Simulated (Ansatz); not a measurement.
The system is Co.

```xyz
2
Lattice="2.4720 0.0000 0.0000 -1.2360 2.1408 0.0000 0.0000 0.0000 4.0211" Properties=species:S:1:pos:R:3 pbc="T T T"
Co    1.2360    0.7136    3.0159
Co    0.0000    1.4272    1.0053
```

```yaml
Program: Ansatz 0.2.0
Task: relaxation of cell and atoms
Functional: PBEsol
Dispersion: D4
Potentials_or_basis: all-electron LAPW, scalar-relativistic
Basis_error_allowed: 0.001 eV/atom
k_mesh: 12 × 12 × 7
Occupations: fermi-dirac, width 0.05 eV
Spin: collinear spin, ferromagnetic start
Starting_moments: "[2.0, 2.0] μB"
```

At the start: volume 10.64 Å³/atom.

Q: Where does the relaxation end?

A: Over 5 steps the energy falls by 13.6 meV/atom and the volume is 10.21 Å³/atom (-4.1 %); space group P6_3/mmc (No. 194, to 0.05 Å); moment 3.09 μB per cell.

Step by step:
```tsv
step	energy change (eV)	largest force (eV/Å)	volume (Å³)
1	0.0000	0.0000	21.28
2	-0.0205	0.0000	20.83
3	-0.0271	0.0000	20.38
4	-0.0272	0.0000	20.41
5	-0.0272	0.0000	20.41
```

Final structure:
```yaml
crystal:
  lattice:
    - [2.44433, 0.00000, 0.00000]
    - [-1.22217, 2.11685, 0.00000]
    - [0.00000, 0.00000, 3.94462]
  atoms:
    - { symbol: Co, position: [0.66667, 0.33333, 0.75000] }
    - { symbol: Co, position: [0.33333, 0.66667, 0.25000] }
```
